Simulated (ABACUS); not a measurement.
# Ta (Im-3m) in ABACUS: a series of runs

The runs below take Ta through band structure, equation of state, with WC.

Program: ABACUS 3.10.1. These are calculated values, not measurements. Logs are shortened: lines on timing, memory, paths and dates and some standing lists are left out, and cuts for length are marked.

**What was measured.**

From “Pressure effects on the electronic structure and superconductivity of (TaNb)0.67(HfZrTi)0.33 high entropy alloy”, 2019, arxiv:1910.08312, for a bulk crystal of Ta: bulk modulus 194 GPa.

The runs below are set against these values where they give the same quantity.

### Step 1. The structure

Symmetry: Im-3m, No. 229, cubic system. The conventional cell has a = 3.303 Å, b = 3.303 Å, c = 3.303 Å, α = 90.00°, β = 90.00°, γ = 90.00°. Ta (site symmetry m-3m) has 8 Ta at 2.86 Å as nearest neighbours.

### Step 2. Band structure, WC

INPUT

```
INPUT_PARAMETERS
suffix              Ta
calculation         nscf
basis_type          pw
pseudo_dir          ./
symmetry            -1
dft_functional      wc
ecutwfc             55.0
pseudo_rcut         10
nspin               1
nbands              17
ks_solver           dav
smearing_method     fd
smearing_sigma      0.00367493
scf_thr             1e-08
scf_nmax            100
mixing_type         broyden
mixing_beta         0.7
ecutrho             440.0
init_chg            file
pw_diag_thr         1e-07
out_band            1
kpar                4
```

STRU

```
ATOMIC_SPECIES
Ta 180.9479 Ta_pbe_v1.uspp.F.UPF

LATTICE_CONSTANT
1.8897261246

LATTICE_VECTORS
1.6512800000 1.6512800000 1.6512800000
-1.6512800000 1.6512800000 1.6512800000
-1.6512800000 -1.6512800000 1.6512800000

ATOMIC_POSITIONS
Direct

Ta
0.0
1
0.0000000000 0.0000000000 0.0000000000 1 1 1
```

KPT

```
K_POINTS
8
Line
0.00000000 0.00000000 0.00000000 10 // G
-0.50000000 -0.50000000 -0.50000000 10 // H
0.00000000 0.00000000 -0.50000000 10 // N
0.00000000 0.00000000 0.00000000 10 // G
-0.25000000 0.25000000 -0.25000000 10 // P
-0.50000000 -0.50000000 -0.50000000 1 // H
-0.25000000 0.25000000 -0.25000000 10 // P
0.00000000 0.00000000 -0.50000000 1 // N
```

Potentials or basis: SSSP 1.3 efficiency PBE, plane waves.

Launch:

```console
$ OMP_NUM_THREADS=1 mpirun -np 4 abacus > log
```

running log:

```text
ABACUS v3.10.1

               Atomic-orbital Based Ab-initio Computation at UStc

 ------------------------------------------------------------------------------------

 READING GENERAL INFORMATION
                           global_out_dir = OUT.Ta/
                           global_in_card = INPUT
                               pseudo_dir = ./
                              orbital_dir =
                                    DSIZE = 4
                                    GSIZE = 1

 READING UNITCELL INFORMATION
                                    ntype = 1
                  lattice constant (Bohr) = 1.88973
              lattice constant (Angstrom) = 1

 READING ATOM TYPE 1
                               atom label = Ta
                      L=0, number of zeta = 1
                      L=1, number of zeta = 1
                      L=2, number of zeta = 1
             number of atom for this type = 1

                        TOTAL ATOM NUMBER = 1
DIRECT COORDINATES
    atom                   x                   y                   z     mag                  vx                  vy                  vz
taud_Ta1            0.0000000000        0.0000000000        0.0000000000  0.0000        0.0000000000        0.0000000000        0.0000000000

                          Volume (Bohr^3) = 121.54
                             Volume (A^3) = 18.0103

 Lattice vectors: (Cartesian coordinate: in unit of a_0)
             +1.65128            +1.65128            +1.65128
             -1.65128            +1.65128            +1.65128
             -1.65128            -1.65128            +1.65128
 Reciprocal vectors: (Cartesian coordinate: in unit of 2 pi/a_0)
            +0.302795                  -0           +0.302795
            -0.302795           +0.302795                  -0
                   +0           -0.302795           +0.302795
 The esolver type has been set to : ksdft_pw

                PAO radial cut off (Bohr) = 10

 Read in pseudopotential file is Ta_pbe_v1.uspp.F.UPF
                     pseudopotential type = US
          exchange-correlation functional = PBE
                 nonlocal core correction = 1
                        valence electrons = 13
                                     lmax = 3
                           number of zeta = 5
                     number of projectors = 7
                           L of projector = 0
                           L of projector = 0
                           L of projector = 1
                           L of projector = 1
                           L of projector = 2
                           L of projector = 2
                           L of projector = 3
 XC functional updated to : wc
          exchange-correlation functional = WC
     initial pseudo atomic orbital number = 13

 SETUP THE ELECTRONS NUMBER
            electron number of element Ta = 13
      total electron number of element Ta = 13
            AUTOSET number of electrons:  = 13
                           occupied bands = 7
                                   NBANDS = 17
                                   NLOCAL = 9

%%%%%%%%%%%%%%%%%%%%%%%%%%%%%%%%%%%%%%%%%%%%%%%%%%%%%%%%%%%%%%%%%%%%%%%%%%%%%%%%%%%%%%%%%%%%%%%%%%%%%%%%%%
 Warning: the number of valence electrons in pseudopotential > 5 for Ta: [Xe] 4f14 5d3 6s2
 Pseudopotentials with additional electrons can yield (more) accurate outcomes, but may be less efficient.
 If you're confident that your chosen pseudopotential is appropriate, you can safely ignore this warning.
%%%%%%%%%%%%%%%%%%%%%%%%%%%%%%%%%%%%%%%%%%%%%%%%%%%%%%%%%%%%%%%%%%%%%%%%%%%%%%%%%%%%%%%%%%%%%%%%%%%%%%%%%%

 SETUP THE PLANE WAVE BASIS
 energy cutoff for charge/potential (unit:Ry) = 220
            fft grid for charge/potential = [ 25, 25, 25 ]
                        fft grid division = [ 1, 1, 1 ]
        big fft grid for charge/potential = [ 40, 40, 40 ]
                                     nbxx = 64000
                                     nrxx = 15625

 SETUP PLANE WAVES FOR CHARGE/POTENTIAL
                    number of plane waves = 6699
                         number of sticks = 483

 PARALLEL PW FOR CHARGE/POTENTIAL
     PROC   COLUMNS(POT)             PW
        1            483           6699
 --------------- sum -------------------
        1            483           6699
                            number of |g| = 102
                                  max |g| = 19.804
                                  min |g| = 0

 energy cutoff for dense charge/potential (unit:Ry) = 440
      fft grid for dense charge/potential = [ 40, 40, 40 ]
                                     nrxx = 64000

 SETUP PLANE WAVES FOR dense CHARGE/POTENTIAL
                    number of plane waves = 19069
                         number of sticks = 969

 PARALLEL PW FOR dense CHARGE/POTENTIAL
     PROC   COLUMNS(POT)             PW
        1            969          19069
 --------------- sum -------------------
        1            969          19069
                            number of |g| = 202
                                  max |g| = 39.7913
                                  min |g| = 0

----------- Double Check Mixing Parameters Begin ------------
mixing_type: broyden
mixing_beta: 0.7
mixing_gg0: 1
mixing_gg0_min: 0.1
mixing_ndim: 8
----------- Double Check Mixing Parameters End ------------

 SETUP K-POINTS
                                    nspin = 1
                                   nkstot = 62
K-POINTS DIRECT COORDINATES
 KPOINTS    DIRECT_X    DIRECT_Y    DIRECT_Z  WEIGHT
       1  0.00000000  0.00000000  0.00000000  1.0000
       2 -0.05000000 -0.05000000 -0.05000000  1.0000
       3 -0.10000000 -0.10000000 -0.10000000  1.0000
       4 -0.15000000 -0.15000000 -0.15000000  1.0000
       5 -0.20000000 -0.20000000 -0.20000000  1.0000
       6 -0.25000000 -0.25000000 -0.25000000  1.0000
[... 22 lines left out ...]
      29  0.00000000  0.00000000 -0.10000000  1.0000
      30  0.00000000  0.00000000 -0.05000000  1.0000
[... 32 further k points ...]

           k-point number in this process = 16
       minimum distributed K point number = 15

[... K-POINTS CARTESIAN COORDINATES: 16 rows ...]

[... K-POINTS DIRECT COORDINATES: 16 rows ...]

 SETUP PLANE WAVES FOR WAVE FUNCTIONS
     energy cutoff for wavefunc (unit:Ry) = 55
              fft grid for wave functions = [ 25, 25, 25 ]
                    number of plane waves = 1205
                         number of sticks = 155

 PARALLEL PW FOR WAVE FUNCTIONS
     PROC   COLUMNS(POT)             PW
        1            155           1205
 --------------- sum -------------------
        1            155           1205

 SETUP NONLOCAL PSEUDOPOTENTIALS IN PLANE WAVE BASIS
 Ta non-local projectors:
 projector 1 L=0
 projector 2 L=0
 projector 3 L=1
 projector 4 L=1
 projector 5 L=2
 projector 6 L=2
 projector 7 L=3
      TOTAL NUMBER OF NONLOCAL PROJECTORS = 25

 Init Non-Local PseudoPotential table :
 Init Non-Local-Pseudopotential done.

                                     npwx = 887

 Make real space PAO into reciprocal space.
       max mesh points in Pseudopotential = 743
     dq(describe PAO in reciprocal space) = 0.01
                                    max q = 894

 number of pseudo atomic orbitals for Ta is 5
WARNING: norm of atomic wavefunction # 3 of atomic type Ta is 0.999925, renormalized
WARNING: norm of atomic wavefunction # 4 of atomic type Ta is 0.999835, renormalized
WARNING: norm of atomic wavefunction # 5 of atomic type Ta is 0.986964, renormalized

 -------------------------------------------
 NONSELF-CONSISTENT
 -------------------------------------------
                                 init_chg = file
 try to read charge from file
 Read in the charge density: OUT.Ta//Ta-CHARGE-DENSITY.restart

 PW ALGORITHM --------------- ION=   1  ELEC=   1--------------------------------
 k(1/62) Iter steps (avg)=11 threshold=1e-07
 k(2/62) Iter steps (avg)=10 threshold=1e-07
 k(3/62) Iter steps (avg)=11 threshold=1e-07
 k(4/62) Iter steps (avg)=12 threshold=1e-07
 k(5/62) Iter steps (avg)=14 threshold=1e-07
 k(6/62) Iter steps (avg)=15 threshold=1e-07
 k(7/62) Iter steps (avg)=12 threshold=1e-07
 k(8/62) Iter steps (avg)=10 threshold=1e-07
 k(9/62) Iter steps (avg)=10 threshold=1e-07
 k(10/62) Iter steps (avg)=12 threshold=1e-07
 k(11/62) Iter steps (avg)=11 threshold=1e-07
 k(12/62) Iter steps (avg)=15 threshold=1e-07
 k(13/62) Iter steps (avg)=13 threshold=1e-07
 k(14/62) Iter steps (avg)=12 threshold=1e-07
 k(15/62) Iter steps (avg)=10 threshold=1e-07
 k(16/62) Iter steps (avg)=10 threshold=1e-07
[... levels at 16 k points of this process ...]

 Density error is 0.00000000000
                          Error Threshold = 1.00000000000e-07
----------------------------------------------------------
     Energy           Rydberg                 eV
----------------------------------------------------------
 E_KohnSham     -141.8078583891      -1929.3948952688
 E_KS(sigma->0) -141.8070827193      -1929.3843417400
 E_Harris       -141.8078583891      -1929.3948952688
 E_band         -7.7448239505        -105.3737357339
 E_one_elec     -15.2346538685       -207.2780996696
 E_Hartree      14.1125926544        192.0116736530
 E_xc           -42.1364224118       -573.2954381357
 E_Ewald        -98.5478234236       -1340.8119240590
 E_entropy(-TS) -0.0015513396        -0.0211070574
 E_descf        0.0000000000         0.0000000000
 E_exx          0.0000000000         0.0000000000
 E_Fermi        1.4080720367         19.1578028935
----------------------------------------------------------

 charge density convergence is achieved
 final etot is -1929.3948953 eV
 EFERMI = 19.157802894 eV

 STATE ENERGY(eV) AND OCCUPATIONS    NSPIN == 1
 1/16 kpoint (Cartesian) = 0.0000 0.0000 0.0000 (887 pws)
       1       -48.4989      0.0322581
       2       -14.4629      0.0322581
       3       -14.4629      0.0322581
       4       -14.4629      0.0322581
       5        10.5758      0.0322581
       6        19.2041     0.00915218
[... 9 lines left out ...]
      16        46.5507        0.00000
      17        46.5507        0.00000

 2/16 kpoint (Cartesian) = 0.0000 0.0000 -0.030280 (847 pws)
       1       -48.4931      0.0322581
       2       -14.5065      0.0322581
       3       -14.4824      0.0322581
       4       -14.4824      0.0322581
       5        10.7998      0.0322581
       6        19.1719      0.0138680
[... 9 lines left out ...]
      16        46.3616        0.00000
      17        46.3616        0.00000

 3/16 kpoint (Cartesian) = 0.0000 0.0000 -0.060559 (843 pws)
       1       -48.4769      0.0322581
       2       -14.6252      0.0322581
       3       -14.5394      0.0322581
       4       -14.5394      0.0322581
       5        11.4446      0.0322581
       6        19.1169      0.0223839
[... 9 lines left out ...]
      16        45.6432        0.00000
      17        45.7611        0.00000

 4/16 kpoint (Cartesian) = 0.0000 0.0000 -0.090839 (847 pws)
       1       -48.4522      0.0322581
       2       -14.7885      0.0322581
       3       -14.6288      0.0322581
       4       -14.6288      0.0322581
       5        12.4293      0.0322581
       6        19.1335      0.0199808
[... 9 lines left out ...]
      16        44.1981        0.00000
      17        47.3087        0.00000

 5/16 kpoint (Cartesian) = 0.0000 0.0000 -0.12112 (847 pws)
       1       -48.4219      0.0322581
       2       -14.9590      0.0322581
       3       -14.7428      0.0322581
       4       -14.7428      0.0322581
       5        13.6170      0.0322581
       6        18.6871      0.0322554
[... 9 lines left out ...]
      16        42.5046        0.00000
      17        49.5043        0.00000

 6/16 kpoint (Cartesian) = 0.0000 0.0000 -0.15140 (843 pws)
       1       -48.3897      0.0322581
       2       -15.1052      0.0322581
       3       -14.8704      0.0322581
       4       -14.8704      0.0322581
       5        14.7853      0.0322581
       6        17.5328      0.0322581
[... 9 lines left out ...]
      16        42.7554        0.00000
      17        48.2528        0.00000

[... levels at 10 further k points ...]

 --------------------------------------------
 !FINAL_ETOT_IS -1929.394895268757 eV
 --------------------------------------------

 Output bands in file: OUT.Ta/BANDS_1.dat
```

Wall time 4 s (4 MPI ranks of Intel Xeon Platinum 8259CL at 2.50GHz (Skylake/Cascade Lake), shared host); peak memory 0.68 GiB.

Levels at the corners of the path, in eV from the Fermi level:
| point | band 4 | band 5 | band 6 | band 7 | band 8 | band 9 |
| --- | --- | --- | --- | --- | --- | --- |
| Γ | -33.01 | -7.97 | 0.65 | 0.65 | 0.65 | 3.93 |
| H | -33.84 | -3.88 | -3.88 | 6.78 | 6.78 | 6.78 |
| N | -33.02 | -4.45 | -1.62 | 1.58 | 3.81 | 4.84 |
| Γ | -33.01 | -7.97 | 0.65 | 0.65 | 0.65 | 3.93 |
| P | -33.61 | -1.28 | -1.28 | -1.28 | 5.01 | 5.01 |
| H | -33.84 | -3.88 | -3.88 | 6.78 | 6.78 | 6.78 |
| P | -33.61 | -1.28 | -1.28 | -1.28 | 5.01 | 5.01 |
| N | -33.02 | -4.45 | -1.62 | 1.58 | 3.81 | 4.84 |

Caveat: the density is read from an earlier self-consistent run, whose mesh may be coarse; the potentials were made for another functional, which shifts forces and pressure; spin-orbit coupling is left out, which moves the levels of the heavy elements.

(Continued in part 2 of 2.)
